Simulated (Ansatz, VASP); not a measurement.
# Two plane-wave programs on CdF2

INCAR

```
SYSTEM = CdF2
  PREC = Accurate
  ENCUT = 520
  EDIFF = 1E-7
  ISMEAR = 1
  SIGMA = 0.05
  LREAL = .False.
  LASPH = .True.
  NELM = 80
  ALGO = Normal
  ISIF = 2
  LWAVE = .False.
  LCHARG = .False.
  GGA = PE
  NBANDS = 20
```

Contents of KPOINTS:

```
Automatic mesh
0
Gamma
  12 12 12
  0 0 0
```

The input POSCAR:

```
CdF2
1.0
    0.0000000000      2.7407038107      2.7407038107
    2.7407038107      0.0000000000      2.7407038107
    2.7407038107      2.7407038107      0.0000000000
Cd F
1 2
Direct
    0.0000000000      0.0000000000      0.0000000000
    0.2500000000      0.2500000000      0.2500000000
    0.7500000000      0.7500000000      0.7500000000
```

Input for Ansatz:

```yaml
crystal:
  lattice:
    - [0.0, 2.7407038107, 2.7407038107]
    - [2.7407038107, 0.0, 2.7407038107]
    - [2.7407038107, 2.7407038107, 0.0]
  atoms:
    - { symbol: Cd, position: [0.0, 0.0, 0.0] }
    - { symbol: F, position: [0.25, 0.25, 0.25] }
    - { symbol: F, position: [0.75, 0.75, 0.75] }
basis:
  ecutwfc: 420
  ecutrho_ratio: 4
kpoints:
  mp_grid: { grid: [12, 12, 12] }
hamiltonian:
  xc: pbe
scf:
  occupations: { method: cold, width: 0.05 }
output:
  forces: true
  stress: true
  write_density: true
  write_potential: true
  elf: true
  volumetric_format: npy
```

Alike in both runs: task single point; functional PBE; k mesh 12 × 12 × 12; no spin polarisation.

```csv
,VASP,Ansatz
version,VASP 6.6.1,Ansatz 0.2.0
potentials or method,"VASP PAW PBE potentials, release 64 (Cd, F)","scalar-relativistic, plane waves, PAW"
plane-wave cutoff (eV),520,420
occupations,"methfessel-paxton of order 1, width 0.05 eV","cold, width 0.05 eV"
valence electrons in the cell,26,34
```

|  | VASP | Ansatz | Ansatz less VASP |
| --- | --- | --- | --- |
| gap on the k mesh at the Fermi level (eV) | 2.89 | 2.92 | +0.029 |
| pressure (GPa) | 0.5 | 0.0 | -0.52 |

The two sets of potentials don't hold the same shells in valence.

A k mesh can miss the band edges. A hybrid or GW would open this gap; PBE tends to underestimate it.
